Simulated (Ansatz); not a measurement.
An Ansatz input:

```yaml
crystal:
  lattice:
    - [-1.766390287, 1.763955888, 1.2071989963]
    - [1.763955888, -1.766390287, 1.2071989963]
    - [3.1517426998, 3.1517426998, -1.2116576025]
  atoms:
    - { symbol: V, position: [6.9387e-05, 0.999930613, 0.0], spin: 1.0 }
    - { symbol: V, position: [0.749930613, 0.250069387, 0.5], spin: 1.0 }
hamiltonian:
  xc: r2scan
  pseudopotentials:
    kind: paw
    azcp:
      V: "pseudopotentials/V.paw.azcp"
basis:
  ecutwfc: 500
  fft_grid_basis: typed
kpoints:
  mp_grid: { grid: [24, 24, 12], shift: [0, 0, 0] }
magnetization:
  spin_polarized: true
scf:
  occupations: { method: fermi_dirac, width: 0.05 }
output:
  write_density: true
  write_potential: true
  elf: true
  volumetric_format: npy
```

Output

```
Engine: ansatz 0.2.0, x86_64-unknown-linux-gnu
Pseudopotentials: kind: paw
Pseudopotential: V, paw, valence charge 13, recommended cutoff 500 eV (meta_gga) 
Functional definition: r2SCAN
  parameter k0 = 0.174
  parameter k1 = 0.065
  parameter a1 = 4.9479
  exchange = r2scan_x(k0 = k0, k1 = k1, a1 = a1)
  correlation = r2scan_c
Crystal: 2 atoms, lattice volume = 26.854 Å³
Basis set: ecut = 500 eV, 677 PW (Γ), exchange–correlation on 96×96×144 points (64 copies of the dense FFT grid, shifted against one another)
Bands: 18, of which v1, the nominal top of the filled ones, is band 13 counted from 1 (12 counted from 0)
Symmetry: 4 space group operations
Space group: C2/c (ITA 15), of the structure as read, at distance tolerance 3.0e-5 Å
Magnetic group: BNS 15.85 (UNI 92), of the structure as read, at distance tolerance 3.0e-5 Å
k-points: 1814 of 6912
Non-local potential: V, projectors of the file, l = 0: 3, l = 1: 2, l = 2: 3, l = 3: 1
PAW form: soft (Blöchl's): semilocal exchange-correlation on the pseudo side does not see the compensation charge
PAW frozen core: V, regenerated for the run's functional (the file was generated under x = pbe(κ = 0.804, μ = 0.2195149727645171), c = pbe(β = 0.06672455060314922))
PAW one-centre angular grid: V, 590 points (default); XC on 160 Gauss nodes
Initial density: superposition of atomic densities (chi_scale 0.1, normalization cell)
Starting moments: Σ|m| = 2 μB on 2 of 2 sites
Initial wavefunctions: pseudopotential atomic-orbital guess
Functional: x = r2scan, c = r2scan; τ floored in thin density (d = 2e-4 eV/Å³)
SCF iter   1: F=—  HF=-5834.362425 eV  |F-HF|=—  |Δ(HF+E_count)|=         —  Δρ=7.62e-2 (↑7.62e-2 ↓2.59e-2)  dr2=2.21e0  dr2_τ=1.71e-2  dr2_m=2.19e-1  M=1.346 μB ∫|m|=1.346 μB  β_m=0.92  ethr=3.10e-3  ⟨swp⟩=3.6  Hψ=241583  notcnv=0
Mixer restart at iter 1: flushing history
SCF iter   2: F=—  HF=-5833.503405 eV  |F-HF|=—  |Δ(HF+E_count)|=   8.59e-1  Δρ=3.20e-2 (↑3.20e-2 ↓2.32e-2)  dr2=7.25e-1  dr2_τ=4.55e-3  dr2_m=7.91e-3  M=1.260 μB ∫|m|=1.267 μB  β_m=0.75  ethr=3.10e-3  ⟨swp⟩=2.9  Hψ=152062  notcnv=0  defer=491  κ⁻¹=1.0e0(r=1)
SCF iter   3: F=—  HF=-5833.415821 eV  |F-HF|=—  |Δ(HF+E_count)|=   8.76e-2  Δρ=9.51e-3 (↑8.73e-3 ↓9.51e-3)  dr2=2.81e-2  dr2_τ=1.36e-3  dr2_m=2.25e-3  M=1.120 μB ∫|m|=1.133 μB  β_m=1.00  ethr=2.79e-3  ⟨swp⟩=3.0  Hψ=128163  notcnv=0  defer=491  κ⁻¹=6.0e-2(r=2)
SCF iter   4: F=—  HF=-5833.742047 eV  |F-HF|=—  |Δ(HF+E_count)|=         —  Δρ=2.02e-2 (↑1.62e-2 ↓2.02e-2)  dr2=1.57e-2  dr2_τ=3.31e-3  dr2_m=7.13e-2  M=0.611 μB ∫|m|=0.634 μB  β_m=0.67  ethr=1.08e-4  ⟨swp⟩=2.5  Hψ=135939  notcnv=0  defer=223
...
WARN: the starting moments were not kept: the SCF closed with an absolute magnetisation of 2.4e-5 μB, where they sum to 2 μB in size (2 sites). That is at most 0.1 of that sum. Measured as dr2_m measures the in/out step, that magnetisation stands 2.5e-10 eV from none, at or under the dr2_threshold of 1.0e-7 eV: it is no larger than a step whose dr2_m would equal this threshold. The system may hold no moment; this SCF shows only that its start led to no more than that. To try another start: raise the starting moments (crystal.atoms[].spin, magnetization.per_species, magnetization.initial_magnetization, or on a non-collinear deck that types none of these the spinor_matrix: blocks that start its atoms; where the total moment is fixed, keep their sum and leave initial_magnetization as it is; typed ones take the place of any that the run laid by itself, positive ones on a crystal's lanthanoids without a Hubbard term where scf.initial_density.shell_occupations: [] is typed) or, if the notice of its spin-set hold's release reads "site moments contracting" or "site moments show no strong build", lengthen the hold (scf.mixing.spin_hold: { on: { confirm: 4 } }; for m-r²SCAN on two components see the key's manual first). Each may lead to a state that holds a moment. A second SCF, from the converged charge density, with the starting moments and any scf.initial_density.shell_occupations laid on it anew, would have followed, and was not run: the deck does not ask for one (magnetization.retry_lost_moments is false, the default). To let it run, set magnetization.retry_lost_moments: true and run the deck again, where that key's refused combinations let it; where memory then withholds it, that run's warning says so.
this state was not tested for a lower state beside it, because the mixer in use, unlike msr1, does not test its closes by its own steps (another_mixer; see scf.mixing.algorithm and scf.lower_state_search)
SCF converged after 16 iterations
Magnetization: -0.0000 μB (13.0000 up, 13.0000 down)
Absolute magnetization: 0.0000 μB (∫|ρ↑−ρ↓|, with the PAW one-centre terms)
Spin contamination: 0.0000 ħ² per cell (⟨S²⟩ above its minimum at these occupations)
Per-site moments (μB) at R_I (Å): [(-1.0374107521647621e-5, 0.9959401844553353), (-1.0374107521485108e-5, 0.9959401844553353)]
Free energy (F): -5833.949402 eV
Harris-Foulkes:  -5833.949402 eV  (|F-HF|=2.84e-10)
Internal energy: -5833.928880 eV  (E = F + TS)
E sigma→0 (E₀):  -5833.939141 eV
Entropy (-TS):   -0.020522 eV (-10.261 meV/atom)
Fermi energy:    16.685167 eV
--- Per-component energies (eV) ---
  E_band       = -318.015260
  E_kinetic    = 673.535200
  E_local      = -1792.866886  (includes V_loc(G=0)·N_el)
  E_nonlocal   = -90.875041
  E_hartree    = 823.159724
  E_xc         = -253.475518
  E_vxc        = -369.052174  (∫ρ·V_xc dr)
  E_paw        = -2242.879946  (= ΣΔE_a)
  E_vpaw       = -409.803405  (= ΣTr[D̂ρ^β])
  E_aug_tail   = 0.000358  (compensation charges beyond the density's cutoff)
  E_vtau       = 24.727197  (kinetic-family band-sum trace: ∫τ·v_τ [+ j·A + Jᵃ·Aᵃ] dr)
  E_ewald      = -2949.995209
  E_core_change = -0.531562  (= ΣΔE_core)
  E_smearing   = -0.020522  (= −TS)
  E_closure    = 0.000000  (closes the sum)
  Σ components = -5833.949402   (vs F -5833.949402, Δ=0.00e0)
--- Band table (eV; the first three rows and the last of 3628) ---
  k-point 0 ↑: bands = ["-49.7966", "-49.6250", "-22.8741", "-22.1857", "-22.0113", "-21.9867", "-21.6680", "-21.6661", "9.4943", "13.2015", "15.8254", "15.8565", "17.1921", "17.4717", "17.4916", "18.8000", "18.8038", "19.8232"]
  k-point 1 ↑: bands = ["-49.7937", "-49.6280", "-22.8595", "-22.1830", "-22.0147", "-22.0024", "-21.6676", "-21.6659", "9.5611", "13.1781", "15.8193", "15.8596", "17.0667", "17.4195", "17.5218", "18.8081", "18.8128", "19.7619"]
  k-point 2 ↑: bands = ["-49.7853", "-49.6367", "-22.8167", "-22.1750", "-22.0484", "-22.0244", "-21.6665", "-21.6653", "9.7589", "13.0926", "15.8030", "15.8727", "16.7494", "17.2730", "17.6117", "18.8254", "18.8454", "19.5971"]
  k-point 1813 ↓: bands = ["-49.6283", "-49.6283", "-22.8322", "-22.8322", "-22.1772", "-22.1772", "-21.7410", "-21.7410", "13.1622", "13.1622", "14.8673", "14.8673", "17.5443", "17.5443", "19.5378", "19.5378", "20.3171", "20.3171"]
```
